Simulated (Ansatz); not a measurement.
## Formation energy of LiCl

Computed with Ansatz (plane waves, PAW, 420 eV cutoff): PBEsol, scalar-relativistic, no spin polarisation, 10×10×10 k-mesh, Gaussian smearing of 0.05 eV. The datasets are Ansatz's generated set soft_2.

The chain of runs began from a cell as deposited in COD, expanded in volume. Of that entry: the entry's cell lengths or inner coordinates differ somewhat from later room-temperature determinations.

Symmetry: Fm-3m, No. 225, cubic system. Conventional cell: a = 5.064 Å, b = 5.064 Å, c = 5.064 Å, α = 90.00°, β = 90.00°, γ = 90.00°. Li (site symmetry m-3m) has 6 Cl at 2.53 Å as nearest neighbours. Around Cl (site symmetry m-3m) lie 6 Li at 2.53 Å. (Shells end 15 % past the nearest neighbour.)

The elements were computed in their standard states (gases as isolated molecules) with the same datasets, cutoff and functional. Total energies depend on the potentials used, so only differences within one code and one set of settings carry meaning.

Energy of the relaxed cell (2 atoms, smearing extrapolated to zero): -1267.481 eV. Elements, in eV/atom: Li -202.997, Cl -1060.712.

What is the formation energy?

[-1267.481 − (1 × -202.997 + 1 × -1060.712)] / 2 = -1.89 eV/atom, or -182 kJ per mole of atoms.

The value is for 0 K, without zero-point energy and without any correction for the binding of gas molecules. Uncorrected semilocal values for oxides, chalcogenides and halides often miss by tenths of an eV an atom. A negative value shows stability against the elements alone, not against other compounds or structures.

Formal charges Li⁺, Cl⁻ balance and leave closed shells on every ion, so a band insulator is expected, and the gap is 6.35 eV.

Kohn–Sham gaps of semilocal functionals lie under measured ones, often by a third or more.
